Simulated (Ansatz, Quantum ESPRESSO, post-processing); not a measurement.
# Screening and band shifts of 1T-GeCl2, 1 layer, part 2 of 2

Aim: how 1T-GeCl2, 1 layer screens a field along its normal, and what the field does to its bands.

Quantum ESPRESSO 7.5; plane-wave DFT, PBE, GBRV ultrasoft pseudopotentials; geometry and cross-check by Ansatz 0.2.0 with PAW datasets.

So far. Step 13 (Bands along a path: field -0.2 V/Å): Along this path the valence top lies at K and the conduction bottom at Γ. Step 14 (Valence density): The density integrates to 28.000 electrons, as the 28 of the input ask.

**16. Charge moved by a field of 0.2 V/Å**

Numbers from this step:

- largest charge moved across a plane: 0.001000 e/Å²
- dipole step: -0.8376 eV

Planar mean against z:

z (Å), planar mean (e/Å³) and a bar from the least value:
```
        3    0.00000 ##################
        4    0.00000 ##################
        5    0.00001 ##################
        6    0.00006 ####################
        7    0.00043 ##############################
        8    0.00039 #############################
        9    0.00004 ###################
       10    0.00005 ###################
       11   -0.00017 #############
       12   -0.00066 
       13   -0.00020 #############
       14   -0.00002 ##################
       15    0.00000 ##################
       16    0.00000 ##################
       17    0.00000 ##################
```

The running integral, electrons below z by z:

| z (Å) | running integral, electrons below z (e/Å²) |
| --- | --- |
| 3.5 | 4.9e-8 |
| 4.0 | 1.8e-7 |
| 4.5 | 6.6e-7 |
| 5.0 | 2.4e-6 |
| 5.5 | 8.5e-6 |
| 6.0 | 2.9e-5 |
| 6.5 | 8.9e-5 |
| 7.0 | 2.5e-4 |
| 7.5 | 5.5e-4 |
| 8.0 | 8.1e-4 |
| 8.5 | 9.4e-4 |
| 9.0 | 1.0e-3 |
| 9.5 | 9.8e-4 |
| 10.0 | 9.8e-4 |
| 10.5 | 1.0e-3 |
| 11.0 | 9.4e-4 |
| 11.5 | 8.0e-4 |
| 12.0 | 5.3e-4 |
| 12.5 | 2.3e-4 |
| 13.0 | 8.0e-5 |
| 13.5 | 2.4e-5 |
| 14.0 | 6.9e-6 |
| 14.5 | 1.8e-6 |
| 15.0 | 4.7e-7 |
| 15.5 | 1.2e-7 |
| 16.0 | 2.9e-8 |

**17. Polarisability from the dipole between 0 and 0.1 V/A**

This step gave:

* change of slope in the vacuum: 0.10000 eV/Å
* polarisability a cell: 4.476 Å³
* sheet polarisability 4πα/A: 4.187 Å

Change of the potential energy, second field less first against z:

| z (Å) | change of the potential energy, second field less first (eV) |
| --- | --- |
| 0 | -0.385 |
| 1 | -0.670 |
| 2 | -0.570 |
| 3 | -0.470 |
| 4 | -0.370 |
| 5 | -0.270 |
| 6 | -0.171 |
| 7 | -0.0793 |
| 8 | -0.0253 |
| 9 | -0.00844 |
| 10 | 0.00239 |
| 11 | 0.0131 |
| 12 | 0.0406 |
| 13 | 0.115 |
| 14 | 0.212 |
| 15 | 0.311 |
| 16 | 0.411 |
| 17 | 0.511 |
| 18 | 0.611 |
| 19 | 0.661 |

**18. Dipole against field**

The dipole along the normal, dipole moment by applied field:

| applied field (V/Å) | dipole along the normal, dipole moment (e·Å) |
| --- | --- |
| -0.200 | -0.0622 |
| 0.000 | 0 |
| 0.100 | 0.0311 |
| 0.200 | 0.0622 |

**19. Cross-check with Ansatz: field 0.1 V/Å**

A second code with its own PAW datasets, on the same atoms.

Level of this step: plane-wave DFT, PBE, Ansatz PAW (Ansatz 0.2.0).

input.yaml reads:

```yaml
crystal:
  lattice:
    - [3.9385604096, 0.0, 0.0]
    - [-1.9692802048, 3.4108933691, 0.0]
    - [0.0, 0.0, 19.5883005154]
  atoms:
    - { symbol: Cl, position: [0.6666666667, 0.3333333333, 0.4249192358] }
    - { symbol: Ge, position: [0.0, 0.0, 0.5000000208] }
    - { symbol: Cl, position: [0.3333333333, 0.6666666667, 0.5750807435] }
kpoints:
  mp_grid: { grid: [12, 12, 1] }
hamiltonian:
  xc: pbe
scf:
  occupations: { method: fermi_dirac, width: 0.054 }
  convergence: { dr2_threshold: 1.0e-09 }
efield:
  axis: 3
  dipole_correction: true
  ramp_position: 0.97
  ramp_width: 0.04
  amplitude: 0.1
output:
  write_potential: true
  write_density: true
  volumetric_format: npy
```

Command:

```
$ ansatz run input.yaml --threads 4 --pin off --max-ram 8192MiB --backend cpu --events-out ev --progress --plain --runs-dir out
```

It took 3.3 s on 4 threads of Arm Neoverse V1, shared host; peak memory 0.48 GiB; 12 s of CPU time.

Read from the output:

```
free energy             : -6456.2912 eV
Fermi energy            : -2.680 eV
gap by band count       : 2.618 eV
dipole along the normal : 0.03111 e·Å
```

At 0.1 V/Å Ansatz's dipole is 0.0311 e Å against 0.0311 from pw.x.

**20. The same in Ansatz: field -0.1 V/Å**

input.yaml, as its differences from the input of step 19:

```diff
@@ -21,3 +21,3 @@
   ramp_width: 0.04
-  amplitude: 0.1
+  amplitude: -0.1
 output:
```

Run time: 3.3 s. Hardware: 4 threads; peak memory 0.48 GiB; 13 s of CPU time.

Read from the output:

| Property | Result |
| --- | --- |
| Fermi energy | -2.711 eV |
| dipole along the normal | -0.03108 e·Å |

**21. Dipole against field, Ansatz**

Table of dipole along the normal, dipole moment by applied field:

| applied field (V/Å) | dipole along the normal, dipole moment (e·Å) |
| --- | --- |
| -0.1000 | -0.0311 |
| 0.0000 | 4.7e-5 |
| 0.1000 | 0.0311 |

**22. SCF with pw.x, with smearing = mv, degauss = 0.03 and conv_thr = 0.0001**

A sensitivity test on the input.

Level of this step: plane-wave DFT, PBE, GBRV ultrasoft pseudopotentials (Quantum ESPRESSO 7.5).

f1.w0.in reads:

```
&control
  prefix = 'f1.w0'
  outdir = './out'
  pseudo_dir = './pseudo'
  calculation = 'scf'
  tprnfor = .true.
  tefield = .true.
  dipfield = .true.
/
&system
  ibrav = 0
  nat = 3
  ntyp = 2
  ecutwfc = 40
  ecutrho = 200
  occupations = 'smearing'
  smearing = 'mv'
  degauss = 0.03
  edir = 3
  emaxpos = 0.97
  eopreg = 0.04
  eamp = 0.00194469
/
&electrons
  conv_thr = 0.0001
  mixing_beta = 0.4
  electron_maxstep = 120
  mixing_mode = 'plain'
/
ATOMIC_SPECIES
  Cl  35.4500  cl_pbe_v1.4.uspp.F.UPF
  Ge  72.6300  ge_pbe_v1.4.uspp.F.UPF
CELL_PARAMETERS angstrom
  3.93856040963331 0.00000000000000 0.00000000000000
  -1.96928020481666 3.41089336908209 -0.00000000000000
  0.00000000000000 -0.00000000000000 19.58830051540000
ATOMIC_POSITIONS crystal
  Cl  0.666666666667 0.333333333333 0.424919235791
  Ge  0.000000000000 0.000000000000 0.500000020751
  Cl  0.333333333333 0.666666666667 0.575080743459
K_POINTS automatic
  12 12 1 0 0 0
```

Command:

```
$ OMP_NUM_THREADS=1 mpirun -n 4 pw.x -nk 4 -in f1.w0.in > f1.w0.out
```

The job ended after 33 s (4 MPI ranks; peak memory 0.65 GiB).

The changed values were drawn from a wide range, not chosen for quality; the comparison shows what they did here together.

Beside the run it was changed from:

| quantity | this run | unchanged run | difference |
| --- | --- | --- | --- |
| dipole along the normal (e·Å) | 0.03400 | 0.03108 | 0.0029 |
| free energy (eV) | -3815.072 | -3815.072 | 4.6e-5 |
| wall time (s) | 33 | 47 |  |
| SCF iterations | 6 | 8 |  |

The free energy moves by +0.015 meV an atom.

This run starts from superposed atoms, the unchanged one from a saved density, so their iteration counts don't compare.

The physical values in this table move by up to 9.4 %.

**23. The arithmetic**

α = Δp/E = (0.03108 − (0.00000)) e Å / 0.1 V/Å = 0.3108 e Å²/V; times e/(4πε₀) = 14.40 V Å this is 4.476 Å³. With A = 13.434 Å², 4πα/A = 4.187 Å.

**24. Results**

```
polarisability along the normal, a cell    : 4.48 Å³
sheet polarisability 4πα/A                 : 4.19 Å
dipole without a field                     : 0 e·Å
Kohn-Sham ionisation potential, upper face : 7.04 eV
gap along the path at 0 V/Å                : 2.62 eV
gap along the path at 0.2 V/Å              : 2.62 eV
gap along the path at -0.2 V/Å             : 2.62 eV
```

The sheet answers a field with a polarisability of 4.48 Å³ a cell, or 4πα/A = 4.19 Å (PBE, GBRV ultrasoft). In pw.x the dipole follows the field linearly over the range tried. A perfect conductor 4.19 Å thick would screen alike; the outer atoms lie 2.94 Å apart. At 0.1 V/Å the sheet takes 0.419 eV off the potential drop. At 0.2 V/Å the gap along the path is unchanged within 0.01 eV. Quantum ESPRESSO and Ansatz give 4.476 and 4.478 Å³ for the polarisability (pw.x from 0 and 0.1 V/Å, Ansatz from ±0.1 V/Å), which agree. The ions stay at their zero-field places, so this is the electrons' response alone. Semilocal gaps are too small, and in strong fields empty levels can belong to the vacuum. Spin-orbit coupling is left out; depending on the atoms that carry the levels of interest, it can split and shift them by some tens of meV.

[Logs are printed without paths, hosts, clocks, repeated set-up lines and the standing remarks that a program may print on its own settings, such as how far it seeks lower states.]

[Hosts, paths, dates, database ids (printed as entryN), source tags and the programs' standing remarks are cut or masked in the printed files.]

[Maps of the electrostatic potential energy from Ansatz leave out the sawtooth potential of an applied field or a dipole correction, so their vacuum need not be flat; planar profiles and work functions include it.]
